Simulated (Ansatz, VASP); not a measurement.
**Ga in VASP and in Ansatz**

```
Ga
1.0
     0.00000    2.95356    2.95356
     2.95356    0.00000    2.95356
     2.95356    2.95356    0.00000
Ga
2
Cartesian
  -0.7384 -0.7384 -0.7384
  0.7384 0.7384 0.7384
```

Alike in both runs: functional PBE; k mesh 12 × 12 × 12; occupations fermi-dirac, width 0.05 eV; no spin polarisation.

Ansatz relaxed the structure, and its values are those at the end. VASP's run is a single point on that final structure, the one shown.

```csv
,VASP,Ansatz
version,VASP 6.6.1,Ansatz 0.2.0
potentials or method,"VASP PAW PBE potentials, release 64 (Ga_d), cutoff 520 eV","all-electron LAPW, non-relativistic"
```

VASP gave:

* pressure (GPa): -0.4

Problem. What did Ansatz give for the same quantities?

Solution. Pressure (GPa): 0.0.

Ansatz ran all-electron here, so the differences hold the error of VASP's frozen core and of both bases.
